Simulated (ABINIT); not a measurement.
Crystal: MgO.

```
Mg O
1.0
     0.00000    2.09700    2.09700
     2.09700    0.00000    2.09700
     2.09700    2.09700    0.00000
Mg O
1 1
Direct
  0.00000 0.00000 0.00000
  0.50000 0.50000 0.50000
```

The cell is a database's computed one.

Base run:

```yaml
Program: ABINIT 10.8.3 (patched build)
Functional: r2SCAN
Potentials_or_basis: PseudoDojo NC SR PBE v0.4.1 standard
Cutoff: 1361 eV
k_mesh: 11 × 11 × 11
Occupations: fermi-dirac, width 0.05 eV
Spin: no spin polarisation
```

Its results: band gap on the k mesh 5.48 eV, direct; pressure 2.4 GPa.

Question: The run is repeated on the same cell with these changes: potentials or basis from PseudoDojo NC SR PBE v0.4.1 standard to Ansatz NC r2SCAN; cutoff from 1361 eV to 1524 eV. What comes out?

Answer: Band gap on the k mesh 5.76 eV, direct; pressure 1.3 GPa.

Caveats: a meta-GGA on potentials with a model core is unreliable (some runs); the potentials were made for another functional, which shifts forces and pressure (some runs).

